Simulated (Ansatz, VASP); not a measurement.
Cu: VASP beside Ansatz

```
CELL_PARAMETERS angstrom
1.20855 -3.93265 0.00000
1.20855 3.93265 0.00000
0.00000 0.00000 2.46362
ATOMIC_POSITIONS crystal
Cu 0.13302 0.86698 0.25000
Cu 0.86698 0.13302 0.75000
```

Alike in both runs: functional BLYP; dispersion D3(BJ); k mesh 14 × 14 × 13; occupations methfessel-paxton of order 1, width 0.1 eV; no spin polarisation.

Ansatz relaxed the structure, and its values are those at the end. VASP's run is a single point on that final structure, the one shown.

|  | VASP | Ansatz |
| --- | --- | --- |
| version | VASP 6.6.1 | Ansatz 0.2.0 |
| potentials or method | VASP PAW PBE potentials, release 64 (Cu) | plane waves, PAW |
| plane-wave cutoff (eV) | 520 | 420 |
| valence electrons in the cell | 22 | 38 |

|  | VASP | Ansatz | Ansatz less VASP |
| --- | --- | --- | --- |
| pressure (GPa) | 0.6 | 0.0 | -0.63 |
| dispersion energy (meV/atom) | -1332.2 | -1332.3 | -0.14 |

The two sets of potentials don't hold the same shells in valence.

Caveats: the PAW data sets were made with another functional, which shifts forces and pressure a little (VASP); pairwise dispersion overbinds metals, which lowers pressure and volume.
